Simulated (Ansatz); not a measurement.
# CuO (Tenorite) (C2/c) in Ansatz: a series of runs

The runs below take CuO (Tenorite) through single point, with PBEsol.

Everything below comes from runs of Ansatz 0.2.0. Logs are shortened: lines on timing, memory, paths and dates and some standing lists are left out, and cuts for length are marked.

## 1. The structure

Symmetry: C2/c, No. 15, monoclinic system. The conventional cell has a = 4.684 Å, b = 3.423 Å, c = 5.129 Å, α = 90.00°, β = 99.54°, γ = 90.00°. Around Cu (site symmetry -1) lie 4 O at 1.95 to 1.96 Å. O (site symmetry 2) is surrounded by 4 Cu at 1.95 to 1.96 Å.

## 2. Single point, PBEsol, 9.53 Å³/atom (volume scaled by 0.94)

Contents of input.yaml:

```yaml
crystal:
  lattice:
    - [2.2940437287, -1.6763657078, 0.0]
    - [2.2940437287, 1.6763657078, 0.0]
    - [-0.8326750593, 0.0, 4.9546185987]
  atoms:
    - { symbol: Cu, position: [0.5, 0.0, 0.5] }
    - { symbol: Cu, position: [0.0, 0.5, 0.0] }
    - { symbol: O, position: [0.4184, 0.5816, 0.75] }
    - { symbol: O, position: [0.5816, 0.4184, 0.25] }
kpoints:
  mp_grid: { grid: [10, 10, 5] }
scf:
  occupations: { method: fermi_dirac, width: 0.05 }
hamiltonian:
  xc: pbesol
  pseudopotentials: { kind: all_electron, lapw: { basis_error: 0.001 } }
output:
  forces: true
  stress: true
  eigenvalues: true
```

Potentials or basis: all-electron LAPW, scalar-relativistic.

Launch:

```bash
$ ansatz run input.yaml --threads 2 --pin off --max-ram 8192MiB --backend cpu --events-out ev --progress --plain --runs-dir out
```

Log:

```text
Warning: RAYON_NUM_THREADS=2 ignored (pool sized by the plan → 2); use --threads N
LAPW: plane waves up to 10.977 Å⁻¹, error target 1.0e-3 eV per atom; small_component_spin mean_spin; O in spheres of 0.856 Å, 8 of its electrons in bands, Dirac shells []; Cu in spheres of 1.055 Å, 19 of its electrons in bands, Dirac shells [] (how accurate: hamiltonian.pseudopotentials.lapw.basis_error, Limitations)
Engine: ansatz 0.2.0, aarch64-unknown-linux-gnu
Pseudopotentials: kind: all_electron
Pseudopotential: Cu, LAPW, valence charge 19, lapw/all_electron/scalar/gaussian/Cu, Koelling and Harmon's equation, gaussian nucleus
Pseudopotential: O, LAPW, valence charge 8, lapw/all_electron/scalar/gaussian/O, Koelling and Harmon's equation, gaussian nucleus
Functional definition: PBEsol
  exchange = pbesol_x
  correlation = pbesol_c
Crystal: 4 atoms, lattice volume = 38.108 Å³
Basis set: ecut = 459.08728874843086 eV, 845 PW (Γ), exchange–correlation at level 2
Bands: 33, of which v1, the nominal top of the filled ones, is band 27 counted from 1 (26 counted from 0)
Symmetry: 4 space group operations
Space group: C2/c (ITA 15), of the structure as read, at distance tolerance 3.4e-5 Å
k-points: 141 of 500
Non-local potential: Cu, projectors of the file, none
Non-local potential: O, projectors of the file, none
Initial density: superposition of atomic densities (chi_scale 0.1, normalization cell, long waves kept (reshape's long-wave potential 0.00 eV rms))
Initial wavefunctions: plane waves of lowest kinetic energy (no species holds an atomic orbital)
Functional: x = pbesol(κ = 0.804, μ = 0.12345679012345678), c = pbesol(β = 0.046)
iter 1 solved again at ethr=2.07e-2 eV; its pass at ethr=1.00e-1 eV (dr2=1.12e1 eV) is discarded
SCF iter   1: F=—  HF=-94082.449187 eV  |F-HF|=—  |Δ(HF+E_count)|=         —  Δρ=1.66e-1  dr2=1.12e1  ethr=2.07e-2  ⟨swp⟩=2.0  Hψ=30289  notcnv=0
preconditioner: auto → Kerker (q_TF=auto, 2.891 Å⁻¹)  [metal: Δε(μ)=0.006 eV  Ē_g=12.372 eV  σ=0.050 eV  W_gap=0.03  n_scr=20 (ndim 8)  ℏωp=35.1 eV  f_vac=0.000  D(μ)=3.75/eV (n_scr^D=42)]
SCF iter   2: F=—  HF=-94082.667174 eV  |F-HF|=—  |Δ(HF+E_count)|=   2.18e-1  Δρ=8.67e-2  dr2=2.27e0  ethr=2.07e-2  ⟨swp⟩=2.9  Hψ=14278  notcnv=0
SCF iter   3: F=—  HF=-94076.707534 eV  |F-HF|=—  |Δ(HF+E_count)|=    5.96e0  Δρ=3.45e-2  dr2=5.74e-1  ethr=4.21e-3  ⟨swp⟩=3.0  Hψ=15250  notcnv=0
SCF iter   4: F=—  HF=-94076.556205 eV  |F-HF|=—  |Δ(HF+E_count)|=         —  Δρ=1.63e-2  dr2=1.33e-1  ethr=1.06e-3  ⟨swp⟩=2.0  Hψ=14241  notcnv=0
the basis was enlarged: its passes take 687.9 KiB over the memory plan, 2 of 2 planned eigensolver slots
iter 5 solved again at ethr=1.07e-5 eV; its pass at ethr=2.47e-4 eV (dr2=5.80e-3 eV) is discarded
SCF iter   5: F=—  HF=-94076.534397 eV  |F-HF|=—  |Δ(HF+E_count)|=   2.18e-2  Δρ=4.43e-3  dr2=5.79e-3  ethr=1.07e-5  ⟨swp⟩=2.0  Hψ=23741  notcnv=0
SCF iter   6: F=—  HF=-94076.532855 eV  |F-HF|=—  |Δ(HF+E_count)|=   1.54e-3  Δρ=1.48e-3  dr2=4.83e-4  ethr=1.07e-5  ⟨swp⟩=2.0  Hψ=13478  notcnv=0
SCF iter   7: F=—  HF=-94076.532808 eV  |F-HF|=—  |Δ(HF+E_count)|=   4.65e-5  Δρ=4.98e-4  dr2=1.15e-4  ethr=8.94e-7  ⟨swp⟩=2.0  Hψ=13478  notcnv=0
SCF iter   8: F=—  HF=-94076.532797 eV  |F-HF|=—  |Δ(HF+E_count)|=   1.09e-5  Δρ=1.63e-4  dr2=1.12e-5  ethr=2.13e-7  ⟨swp⟩=2.0  Hψ=13478  notcnv=0
SCF iter   9: F=—  HF=-94076.532798 eV  |F-HF|=—  |Δ(HF+E_count)|=   2.62e-7  Δρ=5.75e-5  dr2=1.38e-6  ethr=2.07e-8  ⟨swp⟩=2.0  Hψ=13480  notcnv=0
SCF iter  10: F=-94076.532797 eV  HF=-94076.532797 eV  |F-HF|=5.23e-8  |Δ(HF+E_count)|=   3.56e-7  Δρ=1.12e-5  dr2=4.60e-8  ethr=2.56e-9  ⟨swp⟩=2.0  Hψ=13479  notcnv=0
SCF 1 converged in 10 iterations: F = -94076.532797 eV  dr2 = 4.60e-8
SCF converged after 10 iterations
Free energy (F): -94076.532797 eV
Harris-Foulkes:  -94076.532797 eV  (|F-HF|=5.23e-8)
Internal energy: -94076.514420 eV  (E = F + TS)
E sigma→0 (E₀):  -94076.523608 eV
Entropy (-TS):   -0.018377 eV (-4.594 meV/atom)
Fermi energy:    13.317050 eV
--- Per-component energies (eV) ---
  E_band       = -2779.691402
  E_kinetic    = 95611.654600
  E_xc         = -4057.348289
  E_electrostatic = -185630.820730  (all electrons and nuclei)
  E_smearing   = -0.018377  (= −TS)
  E_closure    = 0.000000  (closes the sum)
  E_atoms      = -94055.158867  (free atoms, spherical and without spin; not in F)
  Σ components = -94076.532797   (vs F -94076.532797, Δ=0.00e0)
  Basis errors (estimates in eV, not in F): energy 4.2e-4 per atom: plane waves 3.9e-4 (2.3e-4 summed), levels above the bands 6.7e-111, relativity 5.4e-8, radial functions 3.2e-5, core shells 1.1e-8; eigenvalues (radial functions only) 1.1e-5; not estimated: angular momenta, meshes, grids; target (lapw.basis_error) 1.0e-3; muffin-tin radii O 0.856 Å, Cu 1.055 Å
--- Forces (eV/Å), atoms counted from 1 ---
  atom   1  Cu     0.00000000    -0.00000000     0.00000000
  atom   2  Cu     0.00000000     0.00000000     0.00000000
  atom   3  O      0.00000000    -0.15016145     0.00000000
  atom   4  O      0.00000000     0.15016145     0.00000000
  max |Σ_I F_I| component: 4.73e-30 eV/Å
--- Stress (GPa, compression-positive) ---
        9.736102       0.000000      -2.224819
        0.000000       9.410996       0.000000
       -2.224819       0.000000       9.940001
  P = ⅓ Tr σ = 9.6957 GPa (96.957 kbar)
--- Band table (eV; the first three rows and the last of 141) ---
  k-point 0: bands = ["-491.7948", "-491.7948", "-99.1720", "-99.1710", "-56.8511", "-56.8507", "-56.8190", "-56.8071", "-56.4415", "-56.4408", "-7.2251", "-5.6764", "4.3810", "7.2033", "7.6248", "9.6408", "9.8454", "9.8681", "9.9027", "10.0476", "10.3273", "10.4411", "10.6963", "10.8957", "10.9574", "11.5321", "13.5329", "14.3259", "15.1715", "19.2221", "21.7524", "26.7661", "29.1830"]
  k-point 1: bands = ["-491.7948", "-491.7948", "-99.1719", "-99.1711", "-56.8510", "-56.8507", "-56.8179", "-56.8083", "-56.4415", "-56.4409", "-7.1029", "-5.8592", "4.8021", "7.2923", "7.6604", "9.0065", "9.2775", "9.3351", "10.0475", "10.2433", "10.5496", "10.5876", "10.8068", "11.0251", "11.2189", "11.4089", "13.4864", "14.1528", "15.7060", "18.7852", "22.4926", "26.7958", "28.6011"]
  k-point 2: bands = ["-491.7948", "-491.7948", "-99.1716", "-99.1713", "-56.8508", "-56.8507", "-56.8150", "-56.8113", "-56.4413", "-56.4411", "-6.7629", "-6.2933", "5.9264", "7.4267", "7.5174", "7.7220", "8.8605", "8.9228", "10.2168", "10.3198", "10.6419", "10.7423", "10.7824", "11.0421", "11.5097", "11.6359", "13.4423", "13.7410", "16.8092", "17.8994", "24.1403", "26.0489", "27.6623"]
  k-point 140: bands = ["-491.7948", "-491.7948", "-99.1696", "-99.1694", "-56.8690", "-56.8673", "-56.8136", "-56.8111", "-56.4529", "-56.4517", "-5.5996", "-5.4865", "5.7991", "6.3531", "7.0695", "7.1888", "7.6099", "8.0171", "10.1565", "10.4912", "10.8782", "10.9043", "11.4023", "11.4233", "11.8531", "11.9680", "12.5992", "13.2858", "17.7062", "18.9613", "22.1557", "22.9644", "26.2259"]
```

It took 42 s on 2 threads of Arm Neoverse V2, shared host; peak memory 0.95 GiB.

Results:

```
Free energy            : -94076.5328 eV
Pressure               : 9.7 GPa
Largest force          : 0.150 eV/Å
Band gap on the k mesh : none (metal or under the smearing width)
```

Caveat: the run has no spin polarisation, though such a crystal can be magnetic; semilocal functionals often make such compounds metallic where correlation or magnetic order opens a gap, which also shifts bond lengths.

## 3. Single point, PBEsol, 9.73 Å³/atom (volume scaled by 0.96)

Changes to input.yaml since step 2:

```diff
@@ -2,5 +2,5 @@
   lattice:
-    - [2.2940437287, -1.6763657078, 0.0]
-    - [2.2940437287, 1.6763657078, 0.0]
-    - [-0.8326750593, 0.0, 4.9546185987]
+    - [2.3101994985, -1.6881714891, 0.0]
+    - [2.3101994985, 1.6881714891, 0.0]
+    - [-0.8385391614, 0.0, 4.9895114286]
   atoms:
```

Potentials or basis: all-electron LAPW, scalar-relativistic.

Launch:

```bash
$ ansatz run input.yaml --threads 2 --pin off --max-ram 8192MiB --backend cpu --events-out ev --progress --plain --runs-dir out
```

Wall time 41 s (2 threads of Arm Neoverse V2, shared host); peak memory 0.95 GiB.

Results (log left out):

| Property | Result |
| --- | --- |
| Free energy | -94076.5699 eV |
| Pressure | 5.1 GPa |
| Largest force | 0.226 eV/Å |
| Band gap on the k mesh | none (metal or under the smearing width) |

Caveat: the run has no spin polarisation, though such a crystal can be magnetic; semilocal functionals often make such compounds metallic where correlation or magnetic order opens a gap, which also shifts bond lengths.

## 4. Single point, PBEsol, 9.93 Å³/atom (volume scaled by 0.98)

Changes to input.yaml since step 3:

```diff
@@ -2,5 +2,5 @@
   lattice:
-    - [2.3101994985, -1.6881714891, 0.0]
-    - [2.3101994985, 1.6881714891, 0.0]
-    - [-0.8385391614, 0.0, 4.9895114286]
+    - [2.3261324123, -1.699814419, 0.0]
+    - [2.3261324123, 1.699814419, 0.0]
+    - [-0.8443223728, 0.0, 5.0239229397]
   atoms:
```

Launch:

```bash
$ ansatz run input.yaml --threads 2 --pin off --max-ram 8192MiB --backend cpu --events-out ev --progress --plain --runs-dir out
```

Run time: 39 s. Hardware: 2 threads of Arm Neoverse V2, shared host; peak memory 0.94 GiB.

Results (log left out):

- Free energy: -94076.5849 eV
- Pressure: 0.9 GPa
- Largest force: 0.295 eV/Å
- Band gap on the k mesh: none (metal or under the smearing width)

Caveat: the run has no spin polarisation, though such a crystal can be magnetic; semilocal functionals often make such compounds metallic where correlation or magnetic order opens a gap, which also shifts bond lengths.

## 5. Single point, PBEsol, 10.13 Å³/atom

Changes to input.yaml since step 4:

```diff
@@ -2,5 +2,5 @@
   lattice:
-    - [2.3261324123, -1.699814419, 0.0]
-    - [2.3261324123, 1.699814419, 0.0]
-    - [-0.8443223728, 0.0, 5.0239229397]
+    - [2.34185, -1.7113, 0.0]
+    - [2.34185, 1.7113, 0.0]
+    - [-0.8500274268, 0.0, 5.0578693947]
   atoms:
```

Launch:

```bash
$ ansatz run input.yaml --threads 2 --pin off --max-ram 8192MiB --backend cpu --events-out ev --progress --plain --runs-dir out
```

Wall time 41 s (2 threads of Arm Neoverse V2, shared host); peak memory 0.94 GiB.

It converged, with:

```
Free energy            : -94076.5801 eV
Pressure               : -2.7 GPa
Largest force          : 0.358 eV/Å
Band gap on the k mesh : none (metal or under the smearing width)
```

Caveat: the run has no spin polarisation, though such a crystal can be magnetic; semilocal functionals often make such compounds metallic where correlation or magnetic order opens a gap, which also shifts bond lengths.

## 6. Single point, PBEsol, 10.34 Å³/atom (volume scaled by 1.02)

Changes to input.yaml since step 5:

```diff
@@ -2,5 +2,5 @@
   lattice:
-    - [2.34185, -1.7113, 0.0]
-    - [2.34185, 1.7113, 0.0]
-    - [-0.8500274268, 0.0, 5.0578693947]
+    - [2.3573593924, -1.7226334429, 0.0]
+    - [2.3573593924, 1.7226334429, 0.0]
+    - [-0.8556569116, 0.0, 5.0913661947]
   atoms:
```

Potentials or basis: all-electron LAPW, scalar-relativistic.

Launch:

```bash
$ ansatz run input.yaml --threads 2 --pin off --max-ram 8192MiB --backend cpu --events-out ev --progress --plain --runs-dir out
```

Run time: 41 s. Hardware: 2 threads of Arm Neoverse V2, shared host; peak memory 0.95 GiB.

Results (log left out):

```
Free energy            : -94076.5578 eV
Pressure               : -6.0 GPa
Largest force          : 0.416 eV/Å
Band gap on the k mesh : none (metal or under the smearing width)
```

Caveat: the run has no spin polarisation, though such a crystal can be magnetic; semilocal functionals often make such compounds metallic where correlation or magnetic order opens a gap, which also shifts bond lengths.

## 7. Single point, PBEsol, 10.54 Å³/atom (volume scaled by 1.04)

Changes to input.yaml since step 6:

```diff
@@ -2,5 +2,5 @@
   lattice:
-    - [2.3573593924, -1.7226334429, 0.0]
-    - [2.3573593924, 1.7226334429, 0.0]
-    - [-0.8556569116, 0.0, 5.0913661947]
+    - [2.3726673498, -1.7338196878, 0.0]
+    - [2.3726673498, 1.7338196878, 0.0]
+    - [-0.861213281, 0.0, 5.1244279405]
   atoms:
```

Launch:

```bash
$ ansatz run input.yaml --threads 2 --pin off --max-ram 8192MiB --backend cpu --events-out ev --progress --plain --runs-dir out
```

Run time: 45 s. Hardware: 2 threads of Arm Neoverse V2, shared host; peak memory 0.95 GiB.

It converged, with:

```
Free energy            : -94076.5198 eV
Pressure               : -8.9 GPa
Largest force          : 0.469 eV/Å
Band gap on the k mesh : none (metal or under the smearing width)
```

Caveat: the run has no spin polarisation, though such a crystal can be magnetic; semilocal functionals often make such compounds metallic where correlation or magnetic order opens a gap, which also shifts bond lengths.

## 8. Single point, PBEsol, 10.74 Å³/atom (volume scaled by 1.06)

Changes to input.yaml since step 7:

```diff
@@ -2,5 +2,5 @@
   lattice:
-    - [2.3726673498, -1.7338196878, 0.0]
-    - [2.3726673498, 1.7338196878, 0.0]
-    - [-0.861213281, 0.0, 5.1244279405]
+    - [2.3877802882, -1.744863423, 0.0]
+    - [2.3877802882, 1.744863423, 0.0]
+    - [-0.8666988638, 0.0, 5.157068489]
   atoms:
```

Launch:

```bash
$ ansatz run input.yaml --threads 2 --pin off --max-ram 8192MiB --backend cpu --events-out ev --progress --plain --runs-dir out
```

Wall time 42 s (2 threads of Arm Neoverse V2, shared host); peak memory 0.95 GiB.

The run converged. Its results:

```
Free energy            : -94076.4678 eV
Pressure               : -11.5 GPa
Largest force          : 0.518 eV/Å
Band gap on the k mesh : none (metal or under the smearing width)
```

Caveat: the run has no spin polarisation, though such a crystal can be magnetic; semilocal functionals often make such compounds metallic where correlation or magnetic order opens a gap, which also shifts bond lengths.

## 9. The reference run

An earlier run on the cell as given: functional PBEsol; potentials or basis all-electron LAPW, scalar-relativistic; cutoff 439 eV (chosen from the basis error); basis error allowed 0.001 eV/atom; k mesh 10 × 10 × 5; occupations fermi-dirac, width 0.05 eV; no spin polarisation.

- Pressure: -2.7 GPa
- Largest force: 0.358 eV/Å
- Band gap on the k mesh: none (metal or under the smearing width)
- Loewdin charges: Cu +1.01; O -0.89 e
